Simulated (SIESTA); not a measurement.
Runs of SIESTA 5.4.2 on CuO (Tenorite). The structure is monoclinic, space group C2/c (No. 15). Conventional cell: a = 4.684 Å, b = 3.423 Å, c = 5.129 Å, α = 90.00°, β = 99.54°, γ = 90.00°. Cu (site symmetry -1) is surrounded by 4 O at 1.95 to 1.96 Å. O (site symmetry 2) has 4 Cu at 1.95 to 1.96 Å as nearest neighbours. 

```tsv
task	level	potentials or basis	cell	k mesh	force tolerance	broadening (eV)	window to (eV)	optical mesh offset	energy shift	gap on the mesh (eV)	pressure (GPa)	largest force (eV/Å)
relaxation of cell and atoms	PBE	PseudoDojo 0.4 standard (PBE files), TZP (energy shift 0.01 Ry)	relaxed	10 × 10 × 5	0.01 eV/Å	-	-	-	0.01 Ry	none	0.0	0.01
band structure	PBE	PseudoDojo 0.4 standard (PBE files), DZ (energy shift 0.01 Ry)	as given	10 × 10 × 5	-	-	-	-	0.01 Ry	none	(b)	0.21
optical spectrum	PBE	PseudoDojo 0.4 standard (PBE files), DZP (energy shift 0.002 Ry)	as given	8 × 8 × 4	-	0.1 eV	40 eV	true	0.002 Ry	none	7.0	0.08
band structure	PBE	PseudoDojo 0.4 standard (PBE files), TZDP (energy shift 0.01 Ry)	as given	10 × 10 × 5	-	-	-	-	0.01 Ry	none	4.7	(a)
```

Alike in all rows: no spin polarisation; smearing fermi-dirac 0.05 eV; grid cutoff 800 Ry.

Question: Estimate the missing entries.

Answer: (a) 0.13; (b) -7.0.

Caveats: semicore shells carry a single zeta, which can move pressures by several GPa and volumes by a few percent; the basis of atomic orbitals isn't converged, which shifts pressures, moduli and gaps; the run has no spin polarisation, though such a crystal can be magnetic; semilocal functionals often make such compounds metallic where correlation or magnetic order opens a gap, which also shifts bond lengths; the basis has no polarisation orbitals (some runs); the basis holds too few empty states to meet the f-sum rule, so the spectrum is short of weight at high energy (some runs).

A k mesh can miss the band edges.

A gap of «none» marks a metal or a gap under the smearing width.

Not every run made on this cell is shown here.
